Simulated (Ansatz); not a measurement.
# CuO (Pm-3m) in Ansatz: further runs

One crystal, CuO, is run at these levels: PBE; tasks: band structure.

Program: Ansatz 0.2.0. These are calculated values, not measurements. Logs are shortened: lines on timing, memory, paths and dates and some standing lists are left out, and cuts for length are marked.

## (1) The structure

The structure is cubic, space group Pm-3m (No. 221). Conventional cell: a = 2.553 Å, b = 2.553 Å, c = 2.553 Å, α = 90.00°, β = 90.00°, γ = 90.00°. Cu (site symmetry m-3m) is surrounded by 8 O at 2.21 Å. Around O (site symmetry m-3m) lie 8 Cu at 2.21 Å.

Measurements of this composition are mostly on another form, of space group No. 15.

## (2) Band structure, PBE, 7.98 Å³/atom

input.yaml reads:

```yaml
crystal:
  lattice:
    - [2.55255061, 0.0, 0.0]
    - [0.0, 2.55255061, 0.0]
    - [0.0, 0.0, 2.4504485856]
  atoms:
    - { symbol: Cu, position: [0.0, 0.0, 0.0] }
    - { symbol: O, position: [0.5, 0.5, 0.5] }
hamiltonian:
  xc: pbe
  pseudopotentials: { kind: paw }
kpoints:
  mp_grid: { grid: [9, 9, 9] }
  band_path:
    path:
      - [[0.0, 0.0, 0.0], [0.0, 0.5, 0.0], [0.5, 0.5, 0.0], [0.0, 0.0, 0.0], [0.0, 0.0, 0.5], [0.0, 0.5, 0.5], [0.5, 0.5, 0.5], [0.0, 0.0, 0.5]]
      - [[0.0, 0.5, 0.0], [0.0, 0.5, 0.5]]
      - [[0.5, 0.5, 0.0], [0.5, 0.5, 0.5]]
    npoints: 14
scf:
  occupations: { method: fermi_dirac, width: 0.05 }
  n_extra_bands: 6
output:
  forces: true
  stress: true
  eigenvalues: true
  fatbands: true
```

Potentials or basis: Ansatz PAW.

Command:

```bash
$ ansatz run input.yaml --threads 2 --pin off --max-ram 5632MiB --backend cpu --events-out ev --progress --plain --runs-dir out
```

The log of the run:

```text
Warning: RAYON_NUM_THREADS=2 ignored (pool sized by the plan → 2); use --threads N
scf.n_extra_bands = 6 over 13 filled bands (N_el = 25.0): the run solves 19 bands
Engine: ansatz 0.2.0, aarch64-unknown-linux-gnu
Pseudopotentials: kind: paw
Pseudopotential: Cu, paw, valence charge 19, recommended cutoff 420 eV (normal), Cu.paw.azcp
Pseudopotential: O, paw, valence charge 6, recommended cutoff 420 eV (normal), O.paw.azcp
Functional definition: PBE
  parameter kappa = 0.804
  parameter beta = 0.06672455060314922
  exchange = pbe_x(kappa = kappa, mu = beta*pi^2/3)
  correlation = pbe_c(beta = beta)
Crystal: 2 atoms, lattice volume = 15.966 Å³
Basis set: ecut = 420 eV, 317 PW (Γ), exchange–correlation on 36×36×36 points (8 copies of the dense FFT grid, shifted against one another)
Bands: 19, of which v1, the nominal top of the filled ones, is band 13 counted from 1 (12 counted from 0)
Symmetry: 16 space group operations
Space group: P4/mmm (ITA 123), of the structure as read, at distance tolerance 2.5e-5 Å
k-points: 75 of 729
Non-local potential: Cu, projectors of the file, l = 0: 3, l = 1: 2, l = 2: 3, l = 3: 1
Non-local potential: O, projectors of the file, l = 0: 2, l = 1: 2, l = 2: 1
PAW form: soft (Blöchl's): semilocal exchange-correlation on the pseudo side does not see the compensation charge
PAW one-centre angular grid: Cu, 590 points (default); XC on 64 Gauss nodes
PAW one-centre angular grid: O, 110 points (default); XC on 64 Gauss nodes
Initial density: superposition of atomic densities (neutral atoms: chi_scale 0, normalization atom), corrected by the library's trained network
Initial wavefunctions: pseudopotential atomic-orbital guess
Functional: x = pbe(κ = 0.804, μ = 0.2195149727645171), c = pbe(β = 0.06672455060314922)
SCF iter   1: F=—  HF=-7189.776062 eV  |F-HF|=—  |Δ(HF+E_count)|=         —  Δρ=1.31e-2  dr2=2.05e-2  ethr=1.77e-3  ⟨swp⟩=5.5  Hψ=6049  notcnv=0  defer=28
preconditioner: auto → none  [metal: Δε(μ)=0.006 eV  Ē_g=19.953 eV  σ=0.050 eV  W_gap=0.03  n_scr=6 (ndim 8)  ℏωp=38.3 eV  f_vac=0.000  D(μ)=3.05/eV (n_scr^D=56)  sad-step TF]
SCF iter   2: F=—  HF=-7189.774760 eV  |F-HF|=—  |Δ(HF+E_count)|=   1.30e-3  Δρ=7.31e-3  dr2=8.19e-3  ethr=8.20e-5  ⟨swp⟩=1.8  Hψ=2137  notcnv=0  defer=50
SCF iter   3: F=—  HF=-7189.773745 eV  |F-HF|=—  |Δ(HF+E_count)|=   1.01e-3  Δρ=2.75e-3  dr2=7.80e-4  ethr=3.28e-5  ⟨swp⟩=1.0  Hψ=1334  notcnv=0  defer=50
SCF iter   4: F=—  HF=-7189.773544 eV  |F-HF|=—  |Δ(HF+E_count)|=   2.01e-4  Δρ=3.27e-4  dr2=4.26e-6  ethr=3.12e-6  ⟨swp⟩=2.0  Hψ=1744  notcnv=0  defer=50
SCF iter   5: F=—  HF=-7189.773494 eV  |F-HF|=—  |Δ(HF+E_count)|=   5.01e-5  Δρ=7.61e-5  dr2=3.07e-7  ethr=1.71e-8  ⟨swp⟩=2.0  Hψ=2235  notcnv=0  defer=50
SCF iter   6: F=-7189.773495 eV  HF=-7189.773495 eV  |F-HF|=1.33e-8  |Δ(HF+E_count)|=   2.35e-7  Δρ=2.25e-5  dr2=3.01e-8  ethr=4.00e-10  ⟨swp⟩=7.3  Hψ=6279  notcnv=0
SCF 1 converged in 6 iterations: F = -7189.773495 eV  dr2 = 3.01e-8
NSCF: frozen V_eff on 129 k-points
SCF converged after 6 iterations
Free energy (F): -7189.773495 eV
Harris-Foulkes:  -7189.773495 eV  (|F-HF|=1.33e-8)
Internal energy: -7189.749341 eV  (E = F + TS)
E sigma→0 (E₀):  -7189.761418 eV
Entropy (-TS):   -0.024154 eV (-12.077 meV/atom)
Fermi energy:    16.588302 eV
--- Per-component energies (eV) ---
  E_band       = -314.532328
  E_kinetic    = 474.851936
  E_local      = -4228.207052  (includes V_loc(G=0)·N_el)
  E_nonlocal   = 445.231486
  E_hartree    = 1848.097347
  E_xc         = -162.921106
  E_vxc        = -209.316809  (∫ρ·V_xc dr)
  E_paw        = -1824.153423  (= ΣΔE_a)
  E_vpaw       = -493.282652  (= ΣTr[D̂ρ^β])
  E_aug_tail   = 0.002612  (compensation charges beyond the density's cutoff)
  E_ewald      = -3742.651141
  E_smearing   = -0.024154  (= −TS)
  E_closure    = 0.000000  (closes the sum)
  Σ components = -7189.773495   (vs F -7189.773495, Δ=0.00e0)
--- Forces (eV/Å), atoms counted from 1 ---
  atom   1  Cu    -0.00000000     0.00000000     0.00000000
  atom   2  O      0.00000000    -0.00000000     0.00000000
  max |Σ_I F_I| component: 1.58e-30 eV/Å
--- Stress (GPa, compression-positive) ---
       28.199493       0.000000       0.000000
        0.000000      28.199493       0.000000
        0.000000       0.000000      42.842895
  P = ⅓ Tr σ = 33.0806 GPa (330.806 kbar)
--- Band table (eV; the first three rows and the last of 75) ---
  k-point 0: bands = ["-95.8138", "-53.1767", "-53.1691", "-53.1691", "-4.0069", "12.6123", "12.7273", "14.0977", "14.0977", "14.7265", "14.7331", "14.8208", "14.8208", "18.0607", "32.4810", "33.4772", "37.5794", "37.5794", "38.9928"]
  k-point 1: bands = ["-95.8128", "-53.1878", "-53.1681", "-53.1681", "-3.8386", "12.3124", "12.7734", "13.6745", "13.6745", "14.1052", "14.7445", "15.2979", "15.2979", "18.9233", "32.6044", "32.7734", "37.3768", "37.3768", "39.7919"]
  k-point 2: bands = ["-95.8103", "-53.2158", "-53.1657", "-53.1657", "-3.3758", "10.7533", "12.8917", "13.1213", "13.1213", "14.2333", "14.7737", "15.9977", "15.9977", "20.3122", "30.8992", "32.9723", "36.7235", "36.7235", "42.1338"]
  k-point 74: bands = ["-95.7965", "-53.2563", "-53.2119", "-53.2118", "-0.4155", "9.6450", "9.6556", "9.7975", "15.1934", "15.2862", "16.4934", "16.8476", "16.9063", "23.5957", "24.1115", "24.2173", "32.3966", "39.9119", "39.9600"]
```

Wall time 1.8 s (2 threads of Arm Neoverse V1, shared host); peak memory 0.28 GiB.

What came out:

```
Free energy            : -7189.7735 eV
Pressure               : 33.1 GPa
Band gap on the k mesh : none (metal or under the smearing width)
```

Caveat: the pressure holds a Pulay correction of +0.9 GPa for the finite cutoff; an odd number of electrons without spin polarisation forces a metal; a magnetic or distorted state may lie lower; the run has no spin polarisation, though such a crystal can be magnetic; semilocal functionals often make such compounds metallic where correlation or magnetic order opens a gap, which also shifts bond lengths.

## (3) Band structure, PBE, 8.15 Å³/atom

input.yaml: that of step 2 with these lines changed.

```diff
@@ -4,3 +4,3 @@
     - [0.0, 2.55255061, 0.0]
-    - [0.0, 0.0, 2.4504485856]
+    - [0.0, 0.0, 2.5014995978]
   atoms:
@@ -26,2 +26,6 @@
   eigenvalues: true
-  fatbands: true
+  fatbands: false
+  write_density: true
+  write_potential: true
+  elf: true
+  volumetric_format: npy
```

Potentials or basis: Ansatz PAW.

Command:

```bash
$ ansatz run input.yaml --threads 2 --pin off --max-ram 5632MiB --backend cpu --events-out ev --progress --plain --runs-dir out
```

Wall time 1.6 s (2 threads of Arm Neoverse V1, shared host); peak memory 0.28 GiB.

It converged, with:

```yaml
Free_energy: -7189.8501 eV
Pressure: 26.6 GPa
Band_gap_on_the_k_mesh: none (metal or under the smearing width)
```

Caveat: the pressure holds a Pulay correction of +0.9 GPa for the finite cutoff; an odd number of electrons without spin polarisation forces a metal; a magnetic or distorted state may lie lower; the run has no spin polarisation, though such a crystal can be magnetic; semilocal functionals often make such compounds metallic where correlation or magnetic order opens a gap, which also shifts bond lengths.
